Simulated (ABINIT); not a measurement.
# Si2Ni (Fm-3m) in ABINIT: single point with LDA

Aim: the single point of Si2Ni with LDA.

Everything below comes from runs of ABINIT 10.8.3 (patched build). Logs are shortened: lines on timing, memory, paths and dates and some standing lists are left out, and cuts for length are marked. The log counts tension as positive stress, the text compression.

### Step 1. The structure

The structure is cubic, space group Fm-3m (No. 225). The conventional cell has a = 5.406 Å, b = 5.406 Å, c = 5.406 Å, α = 90.00°, β = 90.00°, γ = 90.00°. Around Ni (site symmetry m-3m) lie 8 Si at 2.34 Å. Si (site symmetry -43m) is surrounded by 4 Ni at 2.34 Å.

### Step 2. Single point, LDA, collinear spin, ferromagnetic start

run.abi

```
# Pseudopotentials
pp_dirpath "./"
pseudos "Ni.upf, Si.upf"

# Structure
acell 7.2237034784 7.2237034784 7.2237034784
rprim
     0.0000000000     0.7071067812     0.7071067812
     0.7071067812     0.0000000000     0.7071067812
     0.7071067812     0.7071067812     0.0000000000
ntypat 2
znucl 28 14
natom 3
typat 1 2 2
xcart
     0.0000000000     0.0000000000     0.0000000000
     4.0545000000     4.0545000000     4.0545000000
     1.3515000000     1.3515000000     1.3515000000 Angstrom

# Plane-wave basis
ecut 46.0

# k points
kptopt 1
ngkpt 7 7 7
nshiftk 1
shiftk 0.0 0.0 0.0

# Exchange and correlation
ixc 7

# Bands and occupations
nband 18
occopt 3
tsmear 0.05 eV

# Spin
nsppol 2
spinat
     0.0000000000     0.0000000000     1.0000000000
     0.0000000000     0.0000000000     0.0000000000
     0.0000000000     0.0000000000     0.0000000000

# SCF cycle
nstep 100
tolvrs 1.0e-10

# Output
iomode 3
prtwf 0
prtden 0
prteig 0
prtebands 0
```

Potentials or basis: PseudoDojo NC SR LDA v0.4.1 standard.

Command:

```sh
> mpirun --bind-to none -np 4 abinit run.abi > log 2>&1
```

run.abo:

```text
.Version 10.8.3 of ABINIT
 Symmetries : space group Fm -3 m (#225); Bravais cF (face-center cubic)
================================================================================
 Values of the parameters that define the memory need of the present run
     intxc =       0    ionmov =       0      iscf =       7    lmnmax =       6
     lnmax =       6     mgfft =      48  mpssoang =       3    mqgrid =    3001
     natom =       3  nloc_mem =       1    nspden =       2   nspinor =       1
    nsppol =       2      nsym =      48    n1xccc =    2501    ntypat =       2
    occopt =       3   xclevel =       1
       mpw =        3999          nfft =      110592          nkpt =          20
================================================================================
================================================================================

--------------------------------------------------------------------------------
------------- Echo of variables that govern the present computation ------------
--------------------------------------------------------------------------------
 -outvars: echo values of preprocessed input variables --------
            acell      7.2237034784E+00  7.2237034784E+00  7.2237034784E+00 Bohr
              amu      5.86900000E+01  2.80855000E+01
             ecut      4.60000000E+01 Hartree
              ixc           7
         kptrlatt        7    0    0      0    7    0      0    0    7
          kptrlen      5.05659243E+01
            natom           3
            nband          18
            ngfft          48      48      48
             nkpt          20
           nspden           2
           nsppol           2
            nstep         100
             nsym          48
           ntypat           2
           occopt           3
           prtden           0
        prtebands           0
           prteig           0
            prtwf           0
            rprim      0.0000000000E+00  7.0710678120E-01  7.0710678120E-01
                       7.0710678120E-01  0.0000000000E+00  7.0710678120E-01
                       7.0710678120E-01  7.0710678120E-01  0.0000000000E+00
          spgroup         225
           spinat      0.0000000000E+00  0.0000000000E+00  1.0000000000E+00
                       0.0000000000E+00  0.0000000000E+00  0.0000000000E+00
                       0.0000000000E+00  0.0000000000E+00  0.0000000000E+00
           tolvrs      1.00000000E-10
           tsmear      1.83746611E-03 Hartree
            typat      1  2  2
           xangst      0.0000000000E+00  0.0000000000E+00  0.0000000000E+00
                       4.0544999973E+00  4.0544999973E+00  4.0544999973E+00
                       1.3514999991E+00  1.3514999991E+00  1.3514999991E+00
            xcart      0.0000000000E+00  0.0000000000E+00  0.0000000000E+00
                       7.6618945724E+00  7.6618945724E+00  7.6618945724E+00
                       2.5539648575E+00  2.5539648575E+00  2.5539648575E+00
             xred      0.0000000000E+00  0.0000000000E+00  0.0000000000E+00
                       7.5000000000E-01  7.5000000000E-01  7.5000000000E-01
                       2.5000000000E-01  2.5000000000E-01  2.5000000000E-01
            znucl       28.00000   14.00000

================================================================================

 chkinp: Checking input parameters for consistency.

================================================================================
== DATASET  1 ==================================================================

--- !DatasetInfo
iteration_state: {dtset: 1, }
dimensions: {natom: 3, nkpt: 20, mband: 18, nsppol: 2, nspinor: 1, nspden: 2, mpw: 3999, }
cutoff_energies: {ecut:  46.0, pawecutdg:  -1.0, }
electrons: {nelect:   2.60000000E+01, charge:   0.00000000E+00, occopt:   3.00000000E+00, tsmear:   1.83746611E-03, }
meta: {optdriver: 0, ionmov: 0, optcell: 0, iscf: 7, paral_kgb: 0, }
...

 Exchange-correlation functional for the present dataset will be:
  LDA: Perdew-Wang 92 LSD fit to Ceperley-Alder data - ixc=7
  J.P.Perdew and Y.Wang, PRB 45, 13244 (1992)

 Real(R)+Recip(G) space primitive vectors, cartesian coordinates (Bohr,Bohr^-1):
 R(1)=  0.0000000  5.1079297  5.1079297  G(1)= -0.0978870  0.0978870  0.0978870
 R(2)=  5.1079297  0.0000000  5.1079297  G(2)=  0.0978870 -0.0978870  0.0978870
 R(3)=  5.1079297  5.1079297  0.0000000  G(3)=  0.0978870  0.0978870 -0.0978870
 Unit cell volume ucvol=  2.6654144E+02 bohr^3
 Angles (23,13,12)=  6.00000000E+01  6.00000000E+01  6.00000000E+01 degrees
[... 70 lines left out ...]
xred      :
- [  0.0000E+00,   0.0000E+00,   0.0000E+00, Ni]
- [  7.5000E-01,   7.5000E-01,   7.5000E-01, Si]
- [  2.5000E-01,   2.5000E-01,   2.5000E-01, Si]
cartesian_forces: # hartree/bohr
- [ -0.00000000E+00,  -0.00000000E+00,  -0.00000000E+00, ]
- [ -0.00000000E+00,  -0.00000000E+00,  -0.00000000E+00, ]
- [ -0.00000000E+00,  -0.00000000E+00,  -0.00000000E+00, ]
force_length_stats: {min:   0.00000000E+00, max:   0.00000000E+00, mean:   0.00000000E+00, }
...

 Integrated electronic and magnetization densities in atomic spheres:
 ------------------------------------------------------------------------------------------------------------
 Radius=ratsph(iatom), smearing ratsm=  0.0000. Diff(up-dn)=approximate z local magnetic moment.
    Atom    Radius    up_density   dn_density  Total(up+dn)  Diff(up-dn)
    1 Ni   2.00000     8.285213     8.285213     16.570426    -0.000000
    2 Si   2.00000     0.869797     0.869797      1.739594     0.000000
    3 Si   2.00000     0.869797     0.869797      1.739594     0.000000
 ------------------------------------------------------------------------------------------------------------
  Sum:                10.024807    10.024807     20.049614     0.000000
 Total magnetization (from the atomic spheres):                0.000000
 Total magnetization (exact up - dn):                          0.000000

================================================================================

 ----iterations are completed or convergence reached----

 Mean square residual over all n,k,spin=   10.869E-09; max=  31.911E-07
 reduced coordinates (array xred) for    3 atoms
       0.000000000000      0.000000000000      0.000000000000
       0.750000000000      0.750000000000      0.750000000000
       0.250000000000      0.250000000000      0.250000000000
 rms dE/dt=  0.0000E+00; max dE/dt=  0.0000E+00; dE/dt below (all hartree)
    1       0.000000000000      0.000000000000      0.000000000000
    2       0.000000000000      0.000000000000      0.000000000000
    3       0.000000000000      0.000000000000      0.000000000000

 cartesian coordinates (angstrom) at end:
    1      0.00000000000000     0.00000000000000     0.00000000000000
    2      4.05449999732178     4.05449999732178     4.05449999732178
    3      1.35149999910726     1.35149999910726     1.35149999910726

 cartesian forces (hartree/bohr) at end:
    1     -0.00000000000000    -0.00000000000000    -0.00000000000000
    2     -0.00000000000000    -0.00000000000000    -0.00000000000000
    3     -0.00000000000000    -0.00000000000000    -0.00000000000000
 frms,max,avg= 0.0000000E+00 0.0000000E+00   0.000E+00  0.000E+00  0.000E+00 h/b

 cartesian forces (eV/Angstrom) at end:
    1     -0.00000000000000    -0.00000000000000    -0.00000000000000
    2     -0.00000000000000    -0.00000000000000    -0.00000000000000
    3     -0.00000000000000    -0.00000000000000    -0.00000000000000
 frms,max,avg= 0.0000000E+00 0.0000000E+00   0.000E+00  0.000E+00  0.000E+00 e/A
 length scales=  7.223703478400  7.223703478400  7.223703478400 bohr
              =  3.822619256497  3.822619256497  3.822619256497 angstroms
 Fermi (or HOMO) energy (hartree) =   0.35540   Average Vxc (hartree)=  -0.43413
 Magnetization (Bohr magneton)=  1.15939862E-08
 Total spin up =  1.30000000E+01   Total spin down =  1.30000000E+01
 Eigenvalues (hartree) for nkpt=  20  k points, SPIN UP:
 kpt#   1, nband= 18, wtk=  0.00292, kpt=  0.0000  0.0000  0.0000 (reduced coord)
  -3.45821   -2.01847   -2.01847   -2.01847   -0.14953    0.16591    0.16591    0.16591
   0.22918    0.22918    0.34325    0.42168    0.42168    0.42168    0.44205    0.44205
   0.44205    0.53070
      occupation numbers for kpt#   1
   1.00000    1.00000    1.00000    1.00000    1.00000    1.00000    1.00000    1.00000
   1.00000    1.00000    0.99866    0.00000    0.00000    0.00000    0.00000    0.00000
   0.00000    0.00000
 prteigrs : prtvol=0 or 1, do not print more k-points.

 Eigenvalues (hartree) for nkpt=  20  k points, SPIN DOWN:
 kpt#   1, nband= 18, wtk=  0.00292, kpt=  0.0000  0.0000  0.0000 (reduced coord)
  -3.45821   -2.01847   -2.01847   -2.01847   -0.14953    0.16591    0.16591    0.16591
   0.22918    0.22918    0.34325    0.42168    0.42168    0.42168    0.44205    0.44205
   0.44205    0.53070
      occupation numbers for kpt#   1
   1.00000    1.00000    1.00000    1.00000    1.00000    1.00000    1.00000    1.00000
   1.00000    1.00000    0.99866    0.00000    0.00000    0.00000    0.00000    0.00000
   0.00000    0.00000
 prteigrs : prtvol=0 or 1, do not print more k-points.

--- !EnergyTerms
iteration_state     : {dtset: 1, }
comment             : Components of total free energy in Hartree
kinetic             :  8.18736541353640E+01
hartree             :  7.17359388727165E+01
xc                  : -2.43919393473792E+01
Ewald energy        : -9.28967319436067E+01
psp_core            :  3.22065918079129E+00
local_psp           : -1.90425637049244E+02
non_local_psp       : -2.53594179347897E+01
internal            : -1.76243474086148E+02
'-kT*entropy'       : -2.55814244969836E-04
total_energy        : -1.76243729900393E+02
total_energy_eV     : -4.79583620775194E+03
band_energy         : -1.58910646006972E+01
...

 Cartesian components of stress tensor (hartree/bohr^3)
  sigma(1 1)=  1.92600424E-04  sigma(3 2)=  0.00000000E+00
  sigma(2 2)=  1.92600424E-04  sigma(3 1)=  0.00000000E+00
  sigma(3 3)=  1.92600424E-04  sigma(2 1)=  0.00000000E+00

-Cartesian components of stress tensor (GPa)         [Pressure= -5.6665E+00 GPa]
- sigma(1 1)=  5.66650012E+00  sigma(3 2)=  0.00000000E+00
- sigma(2 2)=  5.66650012E+00  sigma(3 1)=  0.00000000E+00
- sigma(3 3)=  5.66650012E+00  sigma(2 1)=  0.00000000E+00

== END DATASET(S) ==============================================================
================================================================================

 -outvars: echo values of variables after computation  --------
            acell      7.2237034784E+00  7.2237034784E+00  7.2237034784E+00 Bohr
           etotal     -1.7624372990E+02
            fcart     -0.0000000000E+00 -0.0000000000E+00 -0.0000000000E+00
                      -0.0000000000E+00 -0.0000000000E+00 -0.0000000000E+00
                      -0.0000000000E+00 -0.0000000000E+00 -0.0000000000E+00
            rprim      0.0000000000E+00  7.0710678120E-01  7.0710678120E-01
                       7.0710678120E-01  0.0000000000E+00  7.0710678120E-01
                       7.0710678120E-01  7.0710678120E-01  0.0000000000E+00
           strten      1.9260042442E-04  1.9260042442E-04  1.9260042442E-04
                       0.0000000000E+00  0.0000000000E+00  0.0000000000E+00
           xangst      0.0000000000E+00  0.0000000000E+00  0.0000000000E+00
                       4.0544999973E+00  4.0544999973E+00  4.0544999973E+00
                       1.3514999991E+00  1.3514999991E+00  1.3514999991E+00
             xred      0.0000000000E+00  0.0000000000E+00  0.0000000000E+00
                       7.5000000000E-01  7.5000000000E-01  7.5000000000E-01
                       2.5000000000E-01  2.5000000000E-01  2.5000000000E-01
 Calculation completed.
```

Wall time 48 s (4 MPI ranks of Arm Neoverse V1, shared host); peak memory 0.44 GiB.

What came out:

| Property | Result |
| --- | --- |
| Free energy | -4795.8362 eV |
| Pressure | -5.7 GPa |
| Band gap on the k mesh | none (metal or under the smearing width) |
| Net moment | 0.00 μB per cell |
| Valence electrons inside the program's atomic spheres | Ni 16.57; Si 1.74 |

Levels at points of the mesh, in eV from the Fermi level:
Spin up:
| k point | band 11 | band 12 | band 13 | band 14 | band 15 | band 16 |
| --- | --- | --- | --- | --- | --- | --- |
| (0.00, 0.00, 0.00) | -0.33 | 1.80 | 1.80 | 1.80 | 2.36 | 2.36 |
Spin down:
| k point | band 10 | band 11 | band 12 | band 13 | band 14 | band 15 | band 16 | band 17 |
| --- | --- | --- | --- | --- | --- | --- | --- | --- |
| (0.00, 0.00, 0.00) | -3.43 | -0.33 | 1.80 | 1.80 | 1.80 | 2.36 | 2.36 | 2.36 |

Caveat: small starting moments can end in a higher magnetic state in this program.
